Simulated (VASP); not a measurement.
## Si35W18 (a cell with a defect): relaxation of the atoms with PBE

Si35W18 (a cell with a defect):

```
Si W
1.0
     9.64140    0.00000    0.00000
     0.00000    9.64140    0.00000
     0.00000    0.00000    7.82990
Si W
35 18
Direct
  0.33333 0.00000 0.33470
  0.66667 0.00000 0.33470
  0.00000 0.33333 0.33470
  0.16667 0.16667 0.83470
  0.33333 0.33333 0.33470
  0.50000 0.16667 0.83470
  0.66667 0.33333 0.33470
  0.83333 0.16667 0.83470
  0.00000 0.66667 0.33470
  0.16667 0.50000 0.83470
  0.33333 0.66667 0.33470
  0.50000 0.50000 0.83470
  0.66667 0.66667 0.33470
  0.83333 0.50000 0.83470
  0.16667 0.83333 0.83470
  0.50000 0.83333 0.83470
  0.83333 0.83333 0.83470
  0.00000 0.00000 0.66530
  0.33333 0.00000 0.66530
  0.66667 0.00000 0.66530
  0.00000 0.33333 0.66530
  0.16667 0.16667 0.16530
  0.33333 0.33333 0.66530
  0.50000 0.16667 0.16530
  0.66667 0.33333 0.66530
  0.83333 0.16667 0.16530
  0.00000 0.66667 0.66530
  0.16667 0.50000 0.16530
  0.33333 0.66667 0.66530
  0.50000 0.50000 0.16530
  0.66667 0.66667 0.66530
  0.83333 0.50000 0.16530
  0.16667 0.83333 0.16530
  0.50000 0.83333 0.16530
  0.83333 0.83333 0.16530
  0.00000 0.00000 0.00000
  0.33333 0.00000 0.00000
  0.66667 0.00000 0.00000
  0.00000 0.33333 0.00000
  0.16667 0.16667 0.50000
  0.33333 0.33333 0.00000
  0.50000 0.16667 0.50000
  0.66667 0.33333 0.00000
  0.83333 0.16667 0.50000
  0.00000 0.66667 0.00000
  0.16667 0.50000 0.50000
  0.33333 0.66667 0.00000
  0.50000 0.50000 0.50000
  0.66667 0.66667 0.00000
  0.83333 0.50000 0.50000
  0.16667 0.83333 0.50000
  0.50000 0.83333 0.50000
  0.83333 0.83333 0.50000
```

```
Program                : VASP 6.6.1
Task                   : relaxation of the atoms
Functional             : PBE
Potentials or basis    : VASP PAW PBE potentials, release 64 (Si, W_sv)
Cutoff                 : 520 eV
k mesh                 : 3 × 3 × 3
Occupations            : methfessel-paxton, width 0.1 eV
Spin                   : no spin polarisation
Further INCAR settings : ALGO = Normal; EDIFF = 1e-07; IBRION = 2; EDIFFG = -0.005; NSW = 40
```

| Item | Value |
| --- | --- |
| Energy gained by relaxing | 11.4 meV/atom |
| Ionic steps | 16 |
| Pressure after relaxing | 2.6 GPa |
| Band gap on the k mesh | none (metal or under the smearing width) |

Forces in eV/Å, atoms in the order of the input:
```
Si  -0.001  0.000  0.001
Si   0.001  0.000  0.001
Si   0.000 -0.001  0.001
Si   0.000  0.000  0.001
Si   0.000  0.000 -0.001
Si   0.000  0.000  0.001
Si   0.000  0.000 -0.001
Si   0.000  0.000  0.001
Si   0.000  0.001  0.001
Si   0.000  0.000  0.001
Si   0.000  0.000 -0.001
Si   0.000  0.000 -0.003
Si   0.000  0.000 -0.001
Si   0.000  0.000  0.001
Si   0.000  0.000  0.001
Si   0.000  0.000  0.001
Si   0.000  0.000  0.001
Si   0.000  0.000  0.001
Si  -0.001  0.000 -0.001
Si   0.001  0.000 -0.001
Si   0.000 -0.001 -0.001
Si   0.000  0.000  0.000
Si   0.000  0.000 -0.001
Si   0.000  0.000 -0.001
Si   0.000  0.000 -0.001
Si   0.000  0.000  0.000
Si   0.000  0.001 -0.001
Si   0.000  0.000 -0.001
Si   0.000  0.000 -0.001
Si   0.000  0.000  0.000
Si   0.000  0.000 -0.001
Si   0.000  0.000 -0.001
Si   0.000  0.000  0.000
Si   0.000  0.000 -0.001
Si   0.000  0.000  0.000
W    0.000  0.000  0.001
W   -0.001  0.000  0.000
W    0.001  0.000  0.000
W    0.000 -0.001  0.000
W   -0.001 -0.001  0.001
W   -0.001 -0.001 -0.002
W    0.000  0.000  0.002
W    0.001 -0.001 -0.002
W    0.001 -0.001  0.001
W    0.000  0.001  0.000
W    0.000  0.000  0.002
W   -0.001  0.001 -0.002
W    0.000  0.000  0.001
W    0.001  0.001 -0.002
W    0.000  0.000  0.002
W   -0.001  0.001  0.001
W    0.000  0.000  0.002
W    0.001  0.001  0.001
```

Stress tensor (GPa, compression positive):
```
1.11 0.00 0.00
0.00 1.11 0.00
0.00 0.00 5.45
```

Step by step:
| step | energy change (eV) | largest force (eV/Å) | pressure (GPa) |
| --- | --- | --- | --- |
| 1 | 0.0000 | 1.0438 | 2.52 |
| 2 | -0.3949 | 0.6576 | 2.60 |
| 3 | -0.4084 | 0.6536 | 2.66 |
| 4 | -0.5171 | 0.3704 | 2.61 |
| 5 | -0.5364 | 0.2968 | 2.59 |
| 6 | -0.5837 | 0.1510 | 2.59 |
| 7 | -0.5887 | 0.1587 | 2.60 |
| 8 | -0.6002 | 0.0739 | 2.59 |
| 9 | -0.6006 | 0.0577 | 2.58 |
| 10 | -0.6024 | 0.0293 | 2.55 |
| 11 | -0.6025 | 0.0281 | 2.56 |
| 12 | -0.6029 | 0.0130 | 2.56 |
| 13 | -0.6029 | 0.0133 | 2.56 |
| 14 | -0.6030 | 0.0068 | 2.56 |
| 15 | -0.6030 | 0.0065 | 2.56 |
| 16 | -0.6030 | 0.0026 | 2.56 |

Final structure:
```
Si W
1.0
     9.64140    0.00000    0.00000
     0.00000    9.64140    0.00000
     0.00000    0.00000    7.82990
Si W
35 18
Direct
  0.32765 0.00000 0.33464
  0.67235 0.00000 0.33464
  0.00000 0.32765 0.33464
  0.16619 0.16619 0.83313
  0.33272 0.33272 0.33218
  0.50000 0.16702 0.83422
  0.66728 0.33272 0.33218
  0.83381 0.16619 0.83313
  0.00000 0.67235 0.33464
  0.16702 0.50000 0.83422
  0.33272 0.66728 0.33218
  0.50000 0.50000 0.83491
  0.66728 0.66728 0.33218
  0.83298 0.50000 0.83422
  0.16619 0.83381 0.83313
  0.50000 0.83298 0.83422
  0.83381 0.83381 0.83313
  0.00000 0.00000 0.64862
  0.33229 0.00000 0.66607
  0.66771 0.00000 0.66607
  0.00000 0.33229 0.66607
  0.15539 0.15539 0.17132
  0.33240 0.33240 0.66551
  0.50000 0.16540 0.16673
  0.66760 0.33240 0.66551
  0.84461 0.15539 0.17132
  0.00000 0.66771 0.66607
  0.16540 0.50000 0.16673
  0.33240 0.66760 0.66551
  0.50000 0.50000 0.16624
  0.66760 0.66760 0.66551
  0.83460 0.50000 0.16673
  0.15539 0.84461 0.17132
  0.50000 0.83460 0.16673
  0.84461 0.84461 0.17132
  0.00000 0.00000 0.98718
  0.33461 0.00000 0.00023
  0.66539 0.00000 0.00023
  0.00000 0.33461 0.00023
  0.17065 0.17065 0.50279
  0.33324 0.33324 0.00046
  0.50000 0.16612 0.49990
  0.66676 0.33324 0.00046
  0.82935 0.17065 0.50279
  0.00000 0.66539 0.00023
  0.16612 0.50000 0.49990
  0.33324 0.66676 0.00046
  0.50000 0.50000 0.49964
  0.66676 0.66676 0.00046
  0.83388 0.50000 0.49990
  0.17065 0.82935 0.50279
  0.50000 0.83388 0.49990
  0.82935 0.82935 0.50279
```

Levels at points of the mesh, in eV from the Fermi level:
| k point | band 193 | band 194 | band 195 | band 196 | band 197 | band 198 |
| --- | --- | --- | --- | --- | --- | --- |
| (0.00, 0.00, 0.00) | 0.09 | 0.09 | 0.17 | 0.24 | 0.24 | 0.29 |

Run time: 37 min on 8 MPI ranks on AMD EPYC 9R45 96-Core Processor (Zen 5) (shared host), peak memory 0.31 GiB a rank.

Spin-orbit coupling is left out, which matters for the levels of W.
